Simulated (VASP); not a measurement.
# CdTe: convergence, deformation potentials

CdTe, F-43m (no. 216), 2 atoms in the cell. PBE, strained cells; PAW potentials Te, Cd (PBE set). VASP 6.6.1.

Wanted: gap against ln V within 0.1 eV.

The series start from Relative volume step: 0.02; Cutoff (eV): 350; k-point spacing (1/Å): 0.3. Each series keeps the choices made before it, and each single choice may use up half of a tolerance. Times cover all steps of a run.

## Relative volume step

| Relative volume step | Gap against ln V (eV) | Time (s) |
|---|---|---|
| 0.06 | -2.96 | 39 |
| 0.02 | -2.96 | 38 |
| 0.01 (reference) | -2.95 | 39 |

## Cutoff (eV)

| Cutoff (eV) | Gap against ln V (eV) | Time (s) |
|---|---|---|
| 220 | -3.09 | 27 |
| 280 | -2.95 | 43 |
| 350 | -2.96 | 39 |
| 440 (reference) | -2.96 | 49 |

## k-point spacing (1/Å)

| k-point spacing (1/Å) | Gap against ln V (eV) | Time (s) |
|---|---|---|
| 0.9 | -3.27 | 30 |
| 0.5 | -2.98 | 34 |
| 0.3 | -2.95 | 43 |
| 0.2 (reference) | -2.95 | 64 |

## Question

The rows run from the loosest to the tightest. For each series: choose the loosest value from which every tighter one stays within half of the tolerance.

## Answer

- Relative volume step: 0.06
- Cutoff (eV): 280
- k-point spacing (1/Å): 0.5

## All choices together

| Input | Gap against ln V (eV) | Time (s) |
|---|---|---|
| quick settings (naive) | -3.45 | 20 |
| chosen settings | -2.98 | 34 |
| reference settings throughout | -2.96 | 66 |

The tolerance is met.

## The input

INCAR.step1:
```
SYSTEM = CdTe
PREC = Accurate
ENCUT = 420
EDIFF = 1E-7
ISMEAR = 0
SIGMA = 0.05
ALGO = Normal
LREAL = .False.
LASPH = .True.
NELM = 100
LWAVE = .False.
LCHARG = .False.
IBRION = 2
NSW = 30
ISIF = 3
EDIFFG = -0.005
KPAR = 4
```

INCAR.step2:
```
SYSTEM = CdTe
PREC = Accurate
ENCUT = 280
EDIFF = 1E-6
ISMEAR = 0
SIGMA = 0.05
ALGO = Normal
LREAL = .False.
LASPH = .True.
NELM = 100
LWAVE = .False.
LCHARG = .False.
KPAR = 4
```

INCAR.step7, as INCAR.step2 but for:
```
+ IBRION = 2
+ NSW = 15
+ EDIFFG = -0.005
```

KPOINTS.step1:
```
k-points
0
Gamma
  6 6 6
```

KPOINTS.step2:
```
Automatic mesh
0
Gamma
  4 4 4
  0 0 0
```

POSCAR.step1:
```
CdTe
1.0
    0.0000000000      3.2050000000      3.2050000000
    3.2050000000      0.0000000000      3.2050000000
    3.2050000000      3.2050000000      0.0000000000
Te Cd
1 1
Direct
    0.2500000000      0.2500000000      0.2500000000
    0.0000000000      0.0000000000      0.0000000000
```

POSCAR.step2:
```
CdTe
1.0
    0.0000000000      3.3027963636      3.3027963636
    3.3027963636      0.0000000000      3.3027963636
    3.3027963636      3.3027963636      0.0000000000
Te Cd
1 1
Direct
    0.2500000000      0.2500000000      0.2500000000
    0.0000000000      0.0000000000      0.0000000000
```

POSCAR.step3:
```
CdTe
1.0
    0.0000000000      3.3675735222      3.3675735222
    3.3675735222      0.0000000000      3.3675735222
    3.3675735222      3.3675735222      0.0000000000
Te Cd
1 1
Direct
    0.2500000000      0.2500000000      0.2500000000
    0.0000000000      0.0000000000      0.0000000000
```

POSCAR.step4:
```
CdTe
1.0
    0.0000000000      3.2353734377      3.2353734377
    3.2353734377      0.0000000000      3.2353734377
    3.2353734377      3.2353734377      0.0000000000
Te Cd
1 1
Direct
    0.2500000000      0.2500000000      0.2500000000
    0.0000000000      0.0000000000      0.0000000000
```

POSCAR.step5:
```
CdTe
1.0
    0.0000000000      3.2532544181      3.4018802545
    3.2532544181      0.0000000000      3.4018802545
    3.2532544181      3.2532544181      0.0000000000
Te Cd
1 1
Direct
    0.2500000000      0.2500000000      0.2500000000
    0.0000000000      0.0000000000      0.0000000000
```

POSCAR.step6:
```
CdTe
1.0
    0.0000000000      3.3523383091      3.2037124727
    3.3523383091      0.0000000000      3.2037124727
    3.3523383091      3.3523383091      0.0000000000
Te Cd
1 1
Direct
    0.2500000000      0.2500000000      0.2500000000
    0.0000000000      0.0000000000      0.0000000000
```

POSCAR.step7:
```
CdTe
1.0
    0.0990838909      3.3523383091      3.3523383091
    3.3523383091      0.0990838909      3.3523383091
    3.3523383091      3.3523383091      0.0990838909
Te Cd
1 1
Direct
    0.2500000000      0.2500000000      0.2500000000
    0.0000000000      0.0000000000      0.0000000000
```

POSCAR.step8:
```
CdTe
1.0
   -0.0990838909      3.2532544181      3.2532544181
    3.2532544181     -0.0990838909      3.2532544181
    3.2532544181      3.2532544181     -0.0990838909
Te Cd
1 1
Direct
    0.2500000000      0.2500000000      0.2500000000
    0.0000000000      0.0000000000      0.0000000000
```

Commands (each step's output is kept before the next begins):
```
cat potpaw_PBE.64/Te/POTCAR potpaw_PBE.64/Cd/POTCAR > POTCAR
cp INCAR.step1 INCAR
cp KPOINTS.step1 KPOINTS
cp POSCAR.step1 POSCAR
mpirun -np 4 vasp_std > vasp.out
rm WAVECAR CHG
cp INCAR.step2 INCAR
cp KPOINTS.step2 KPOINTS
cp POSCAR.step2 POSCAR
mpirun -np 4 vasp_std > vasp.out
rm WAVECAR CHG
cp POSCAR.step3 POSCAR
mpirun -np 4 vasp_std > vasp.out
rm WAVECAR CHG
cp POSCAR.step4 POSCAR
mpirun -np 4 vasp_std > vasp.out
rm WAVECAR CHG
cp POSCAR.step5 POSCAR
mpirun -np 4 vasp_std > vasp.out
rm WAVECAR CHG
cp POSCAR.step6 POSCAR
mpirun -np 4 vasp_std > vasp.out
rm WAVECAR CHG
cp INCAR.step7 INCAR
cp POSCAR.step7 POSCAR
mpirun -np 4 vasp_std > vasp.out
rm WAVECAR CHG
cp POSCAR.step8 POSCAR
mpirun -np 4 vasp_std > vasp.out
```

Limits: b and d are read from the valence top without spin-orbit coupling.

The chosen input took VASP 6.6.1 34 s on 4 cores (Intel Xeon 6975P-C (Granite Rapids)), a shared host.
